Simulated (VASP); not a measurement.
Wanted: the native input for a VASP 6.6.1 run.

- Task: single point
- Functional: optB88-vdW
- Potentials or basis: VASP PAW PBE potentials, release 64 (S, Mo_sv)
- Cutoff: 520 eV
- k mesh: 8 × 8 × 1
- Occupations: fermi-dirac, width 0.05 eV
- Spin: no spin polarisation
- Further INCAR settings: ALGO = Fast; EDIFF = 1e-06; NBANDS = 20

The structure of MoS2 lies in POSCAR:

```
MoS2
1.0
    3.1610000000      0.0000000000      0.0000000000
   -1.5805000000      2.7375063014      0.0000000000
    0.0000000000      0.0000000000     21.1300000000
S Mo
2 1
Direct
    0.6666666667      0.3333333333      0.4259346900
    0.6666666667      0.3333333333      0.5740653100
    0.3333333333      0.6666666667      0.5000000000
```

The cell was built by a generator and needn't be a form met in nature.

The input as run:

INCAR

```
AGGAC    = 0.0          
ALGO     = Fast           # electronic algorithm
EDIFF    = 1E-6           # SCF threshold, eV
ENCUT    = 520            # plane-wave cutoff, eV
GGA      = BO             # functional
ISIF     = 2              # what is computed and relaxed
ISMEAR   = -1             # smearing method
LASPH    = T              # aspherical terms in the spheres
LCHARG   = F              # write CHGCAR
LREAL    = F              # projectors in reciprocal space
LUSE_VDW = T            
LWAVE    = F              # write WAVECAR
NBANDS   = 20             # bands
NELM     = 60             # most SCF steps
PARAM1   = 0.1833333333 
PARAM2   = 0.22         
PREC     = Accurate       # precision mode
SIGMA    = 0.05           # smearing width, eV
```

KPOINTS

```
k-points
0
Gamma
  8 8 1
```

Potentials or basis: VASP PAW PBE potentials, release 64 (S, Mo_sv).

Run with:

```sh
$ cat potpaw_PBE.64/S/POTCAR potpaw_PBE.64/Mo_sv/POTCAR > POTCAR
$ mpirun -np 1 vasp_std > vasp.out
```

It gave:

```
Largest force          : 0.266 eV/Å
Band gap on the k mesh : 1.98 eV, indirect (least direct gap 2.05 eV)
```

Caveat: the PAW data sets were made with another functional, which shifts forces and pressure a little.

Run time: 5.7 min on 1 thread of Intel(R) Xeon(R) Platinum 8488C (Sapphire Rapids), with other jobs on the host, peak memory 0.74 GiB.
